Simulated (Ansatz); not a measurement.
## AlNi: opening a crack plane

AlNi, Pm-3m, a = 2.893 Å. The structure is a COD entry; whether it is the stable form wasn't checked. Ansatz: PBE, PAW, 420 eV, Γ-centred 20×20×7 mesh on 6 atoms, Gaussian smearing 0.15 eV; no spin polarisation. One cut on (100) per cell of 6 atoms is opened rigidly by x, between planes of Al and Ni that stand 1.45 Å apart; y is the energy per area (8.370 Å², 1 eV/Å² = 16.02 J/m²).

```
x (Å) y (J/m²)
 0.00     0.000
 0.25     0.240
 0.50         ?
 0.75     1.414
 1.00     2.054
 1.50     3.141
 2.00     3.894
 3.00     4.594
 4.50     4.768
 6.00     4.780
```

Problem. Fit the universal binding curve y = W[1 − (1 + x/l) e^(−x/l)] to the other rows, give the peak stress, and predict the missing value.

Solution. Least squares gives W = 4.84 J/m² and l = 0.679 Å. The stress dy/dx peaks at x = l with W/(e l) = 26.2 GPa, for rigid faces. At x = 0.50: x/l = 0.736, y = 0.816 J/m². The run gave 0.774 J/m², so the fit is 0.042 J/m² too high, within the rms miss on the fitted rows (0.045 J/m²).